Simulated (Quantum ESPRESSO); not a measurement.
# TiB2 (P1) in Quantum ESPRESSO: tuning ranks

Aim: find the choice of ranks that runs TiB2 fastest, at PBE. This setting moves, with any that are tied to it; all else stays.

Everything below comes from runs of Quantum ESPRESSO 7.5. Logs are shortened: lines on timing, memory, paths and dates and some standing lists are left out, and cuts for length are marked.

### Step 1. The cell of the first run

The typed cell holds 3 atoms: a = 3.029 Å, b = 3.029 Å, c = 3.228 Å, α = 90.00°, β = 90.00°, γ = 120.00°.

The cell isn't the ideal one: atoms moved at random, drawn with an rms of 0.02 Å.

### Step 2. With ranks 56

pw.in reads:

```
&CONTROL
  calculation = 'scf'
  prefix = 'pwscf'
  outdir = './tmp'
  pseudo_dir = './pseudo'
  tprnfor = .true.
  tstress = .true.
  disk_io = 'nowf'
/
&SYSTEM
  ibrav = 0
  nat = 3
  ntyp = 2
  ecutwfc = 45
  ecutrho = 360
  nbnd = 15
  occupations = 'smearing'
  smearing = 'fd'
  degauss = 0.00367493
/
&ELECTRONS
  conv_thr = 6d-10
  electron_maxstep = 80
  mixing_beta = 0.5
/
ATOMIC_SPECIES
Ti    47.8670 ti_pbe_v1.4.uspp.F.UPF
B     10.8100 b_pbe_v1.4.uspp.F.UPF
CELL_PARAMETERS angstrom
   3.0292000000    0.0000000000    0.0000000000
  -1.5146000000    2.6233641531    0.0000000000
   0.0000000000    0.0000000000    3.2284000000
ATOMIC_POSITIONS crystal
Ti     0.0024750000   -0.0024070000    0.0004800000
B      0.6625270000    0.3349260000    0.4998880000
B      0.3382470000    0.6740200000    0.4982140000
K_POINTS automatic
10 10 8 0 0 0
```

Potentials or basis: GBRV 1.5 PBE.

Command:

```
> OMP_NUM_THREADS=1 mpirun -n 56 pw.x -nk 14 -in pw.in > pw.out
```

pw.out:

```text
This program is part of the open-source Quantum ESPRESSO suite
     for quantum simulation of materials; please cite
         "P. Giannozzi et al., J. Phys.:Condens. Matter 21 395502 (2009);
         "P. Giannozzi et al., J. Phys.:Condens. Matter 29 465901 (2017);
         "P. Giannozzi et al., J. Chem. Phys. 152 154105 (2020);
     in publications or presentations arising from this work. More details at

     K-points division:     npool     =      14
     Subspace diagonalization in iterative solution of the eigenvalue problem:
     a serial algorithm will be used

     --------------------
     sticks:   dense  smooth     PW     G-vecs:    dense   smooth      PW
     Min         204     105     30                 5000     1764     308
     Max         205     106     31                 5003     1765     313
     Sum         817     421    121                20005     7059    1239

     Using Slab Decomposition

     bravais-lattice index     =            0
     lattice parameter (alat)  =       5.7244  a.u.
     unit-cell volume          =     173.1293 (a.u.)^3
     number of atoms/cell      =            3
     number of atomic types    =            2
     number of electrons       =        18.00
     number of Kohn-Sham states=           15
     kinetic-energy cutoff     =      45.0000  Ry
     charge density cutoff     =     360.0000  Ry
     scf convergence threshold =      6.0E-10
     mixing beta               =       0.5000
     number of iterations used =            8  plain     mixing
     Exchange-correlation=  SLA  PW   PBX  PBC
                           (   1   4   3   4   0   0   0)

     celldm(1)=   5.724358  celldm(2)=   0.000000  celldm(3)=   0.000000
     celldm(4)=   0.000000  celldm(5)=   0.000000  celldm(6)=   0.000000

     crystal axes: (cart. coord. in units of alat)
               a(1) = (   1.000000   0.000000   0.000000 )
               a(2) = (  -0.500000   0.866025   0.000000 )
               a(3) = (   0.000000   0.000000   1.065760 )

     reciprocal axes: (cart. coord. in units 2 pi/alat)
               b(1) = (  1.000000  0.577350 -0.000000 )
               b(2) = (  0.000000  1.154701  0.000000 )
               b(3) = (  0.000000 -0.000000  0.938298 )

     PseudoPot. # 1 for Ti read from file:
     ti_pbe_v1.4.uspp.F.UPF
     Pseudo is Ultrasoft + core correction, Zval = 12.0
     Generated by new atomic code, or converted to UPF format
     Using radial grid of  851 points,  6 beta functions with:
                l(1) =   0
                l(2) =   0
                l(3) =   1
                l(4) =   1
                l(5) =   2
                l(6) =   2
     Q(r) pseudized with  6 coefficients,  rinner =    1.000   1.000   1.000
                                                       1.000   1.000

     PseudoPot. # 2 for B  read from file:
     b_pbe_v1.4.uspp.F.UPF
     Pseudo is Ultrasoft + core correction, Zval =  3.0
     Generated by new atomic code, or converted to UPF format
     Using radial grid of  781 points,  4 beta functions with:
                l(1) =   0
                l(2) =   0
                l(3) =   1
                l(4) =   1
     Q(r) pseudized with  8 coefficients,  rinner =    1.100   1.100   1.100

     atomic species   valence    mass     pseudopotential
     Ti               12.00    47.86700     Ti( 1.00)
     B                 3.00    10.81000     B ( 1.00)

     No symmetry found

   Cartesian axes

     site n.     atom                  positions (alat units)
         1        Ti     tau(   1) = (   0.0036785  -0.0020845   0.0005116  )
         2        B      tau(   2) = (   0.4950640   0.2900544   0.5327606  )
         3        B      tau(   3) = (   0.0012370   0.5837184   0.5309765  )

     number of k points=   404  Fermi-Dirac smearing, width (Ry)=  0.0037

     Number of k-points >= 100: set verbosity='high' to print them.

     Dense  grid:    20005 G-vectors     FFT dimensions: (  36,  36,  40)

     Smooth grid:     7059 G-vectors     FFT dimensions: (  25,  25,  27)

     Check: negative core charge=   -0.000010

     Initial potential from superposition of free atoms

     starting charge      16.9994, renormalised to      18.0000

     negative rho (up, down):  1.062E-03 0.000E+00
     Starting wfcs are   18 randomized atomic wfcs

     Self-consistent Calculation

     iteration #  1     ecut=    45.00 Ry     beta= 0.50
     Davidson diagonalization with overlap
     ethr =  1.00E-02,  avg # of iterations =  2.7

     negative rho (up, down):  1.431E-03 0.000E+00

     total energy              =    -131.98500791 Ry
     estimated scf accuracy    <       0.72521566 Ry

     iteration #  2     ecut=    45.00 Ry     beta= 0.50
     Davidson diagonalization with overlap
     ethr =  4.03E-03,  avg # of iterations =  2.5

     negative rho (up, down):  8.451E-04 0.000E+00

     total energy              =    -132.12429123 Ry
     estimated scf accuracy    <       0.66629861 Ry

     iteration #  3     ecut=    45.00 Ry     beta= 0.50
     Davidson diagonalization with overlap
     ethr =  3.70E-03,  avg # of iterations =  1.3

     negative rho (up, down):  7.525E-04 0.000E+00

     total energy              =    -132.26589554 Ry
     estimated scf accuracy    <       0.01848444 Ry

     iteration #  4     ecut=    45.00 Ry     beta= 0.50
     Davidson diagonalization with overlap
     ethr =  1.03E-04,  avg # of iterations =  2.5

     negative rho (up, down):  7.029E-04 0.000E+00

     total energy              =    -132.27098441 Ry
     estimated scf accuracy    <       0.00104118 Ry

     iteration #  5     ecut=    45.00 Ry     beta= 0.50
     Davidson diagonalization with overlap
     ethr =  5.78E-06,  avg # of iterations =  4.1

     negative rho (up, down):  6.760E-04 0.000E+00

     total energy              =    -132.27118521 Ry
     estimated scf accuracy    <       0.00001216 Ry

     iteration #  6     ecut=    45.00 Ry     beta= 0.50
     Davidson diagonalization with overlap
     ethr =  6.76E-08,  avg # of iterations =  3.0

     negative rho (up, down):  6.743E-04 0.000E+00

     total energy              =    -132.27118911 Ry
     estimated scf accuracy    <       0.00000027 Ry

     iteration #  7     ecut=    45.00 Ry     beta= 0.50
     Davidson diagonalization with overlap
     ethr =  1.52E-09,  avg # of iterations =  3.1

     negative rho (up, down):  6.741E-04 0.000E+00

     total energy              =    -132.27118924 Ry
     estimated scf accuracy    <       0.00000009 Ry

     iteration #  8     ecut=    45.00 Ry     beta= 0.50
     Davidson diagonalization with overlap
     ethr =  5.25E-10,  avg # of iterations =  1.8

     negative rho (up, down):  6.741E-04 0.000E+00

     total energy              =    -132.27118927 Ry
     estimated scf accuracy    <          9.8E-09 Ry

     iteration #  9     ecut=    45.00 Ry     beta= 0.50
     Davidson diagonalization with overlap
     ethr =  5.47E-11,  avg # of iterations =  1.4

     negative rho (up, down):  6.741E-04 0.000E+00

     End of self-consistent calculation

     Number of k-points >= 100: set verbosity='high' to print the bands.

     the Fermi energy is    15.1102 ev

!    total energy              =    -132.27118927 Ry
     estimated scf accuracy    <          2.4E-11 Ry
     smearing contrib. (-TS)   =      -0.00045843 Ry
     internal energy E=F+TS    =    -132.27073084 Ry

     The total energy is F=E-TS. E is the sum of the following terms:
     one-electron contribution =     -29.66798887 Ry
     hartree contribution      =      24.24623918 Ry
     xc contribution           =     -24.23565041 Ry
     ewald contribution        =    -102.61333075 Ry

     convergence has been achieved in   9 iterations

     negative rho (up, down):  6.741E-04 0.000E+00

     Forces acting on atoms (cartesian axes, Ry/au):

     atom    1 type  1   force =    -0.00917283    0.00970898   -0.00256483
     atom    2 type  2   force =     0.01493075    0.00386895    0.00011455
     atom    3 type  2   force =    -0.00575792   -0.01357793    0.00245028

     Total force =     0.025425     Total SCF correction =     0.000000

     Computing stress (Cartesian axis) and pressure

     negative rho (up, down):  6.741E-04 0.000E+00
          total   stress  (Ry/bohr**3)                   (kbar)     P=        2.55
   0.00000225  -0.00002537   0.00000112            0.33       -3.73        0.16
  -0.00002537   0.00004424  -0.00000161           -3.73        6.51       -0.24
   0.00000112  -0.00000161   0.00000560            0.16       -0.24        0.82

=------------------------------------------------------------------------------=
   JOB DONE.
=------------------------------------------------------------------------------=
```

Wall time 4.5 s (56 MPI ranks of Arm Neoverse N1, host not shared); peak memory 2.8 GiB.

What came out:

```
Free energy            : -1799.6412 eV
Pressure               : 0.3 GPa
Largest force          : 0.397 eV/Å
Band gap on the k mesh : none (metal or under the smearing width)
```

### Step 3. With ranks 48

pw.in is that of step 2.

Potentials or basis: GBRV 1.5 PBE.

Command:

```
> OMP_NUM_THREADS=1 mpirun -n 48 pw.x -nk 16 -in pw.in > pw.out
```

Wall time 4.8 s (48 MPI ranks of Arm Neoverse N1, host not shared); peak memory 2.4 GiB.

Results (log left out):

```yaml
Free_energy: -1799.6412 eV
Pressure: 0.3 GPa
Largest_force: 0.397 eV/Å
Band_gap_on_the_k_mesh: none (metal or under the smearing width)
```

### Step 4. With ranks 28

pw.in is that of step 3.

Command:

```
> OMP_NUM_THREADS=1 mpirun -n 28 pw.x -nk 14 -in pw.in > pw.out
```

Run time: 6.6 s. Hardware: 28 MPI ranks of Arm Neoverse N1, host not shared; peak memory 1.7 GiB.

It converged, with:

```yaml
Free_energy: -1799.6412 eV
Pressure: 0.3 GPa
Largest_force: 0.397 eV/Å
Band_gap_on_the_k_mesh: none (metal or under the smearing width)
```

### Step 5. With ranks 16

pw.in is that of step 4.

Command:

```
> OMP_NUM_THREADS=1 mpirun -n 16 pw.x -nk 16 -in pw.in > pw.out
```

It took 9.1 s on 16 MPI ranks of Arm Neoverse N1, host not shared; peak memory 0.96 GiB.

It converged, with:

```
Free energy            : -1799.6412 eV
Pressure               : 0.3 GPa
Largest force          : 0.397 eV/Å
Band gap on the k mesh : none (metal or under the smearing width)
```

### Step 6. With ranks 8

pw.in is that of step 5.

Potentials or basis: GBRV 1.5 PBE.

Command:

```
> OMP_NUM_THREADS=1 mpirun -n 8 pw.x -nk 8 -in pw.in > pw.out
```

Run time: 16 s. Hardware: 8 MPI ranks of Arm Neoverse N1, host not shared; peak memory 0.56 GiB.

It converged, with:

```
Free energy            : -1799.6412 eV
Pressure               : 0.3 GPa
Largest force          : 0.397 eV/Å
Band gap on the k mesh : none (metal or under the smearing width)
```

### Step 7. With ranks 4

pw.in is that of step 6.

Command:

```
> OMP_NUM_THREADS=1 mpirun -n 4 pw.x -nk 4 -in pw.in > pw.out
```

Wall time 28 s (4 MPI ranks of Arm Neoverse N1, host not shared); peak memory 0.32 GiB.

The run converged. Its results:

| Item | Value |
| --- | --- |
| Free energy | -1799.6412 eV |
| Pressure | 0.3 GPa |
| Largest force | 0.397 eV/Å |
| Band gap on the k mesh | none (metal or under the smearing width) |

### Step 8. With ranks 2

pw.in is that of step 7.

Command:

```
> OMP_NUM_THREADS=1 mpirun -n 2 pw.x -nk 2 -in pw.in > pw.out
```

Run time: 53 s. Hardware: 2 MPI ranks of Arm Neoverse N1, host not shared; peak memory 0.24 GiB.

It converged, with:

* Free energy: -1799.6412 eV
* Pressure: 0.3 GPa
* Largest force: 0.397 eV/Å
* Band gap on the k mesh: none (metal or under the smearing width)

### Step 9. With ranks 1

pw.in is that of step 8.

Potentials or basis: GBRV 1.5 PBE.

Command:

```
> OMP_NUM_THREADS=1 mpirun -n 1 pw.x -in pw.in > pw.out
```

Run time: 1.7 min. Hardware: 1 MPI rank of Arm Neoverse N1, host not shared; peak memory 0.2 GiB.

The run converged. Its results:

* Free energy: -1799.6412 eV
* Pressure: 0.3 GPa
* Largest force: 0.397 eV/Å
* Band gap on the k mesh: none (metal or under the smearing width)

### Step 10. Summary

```
ranks  energy less the last converged row (meV/atom)  SCF cycles  wall time (s)
   56                                           0.00           9            4.5
   48                                           0.00           9            4.8
   28                                           0.00           9            6.6
   16                                           0.00           9            9.1
    8                                           0.00           9             16
    4                                           0.00           9             28
    2                                           0.00           9             53
    1                                           0.00           9            100
```

Fastest here: 56 (4.5 s), level within noise with 48; slowest of those that converged: 1 (100 s). These are single runs, one after another on one machine, so differences under about a fifth mean little.
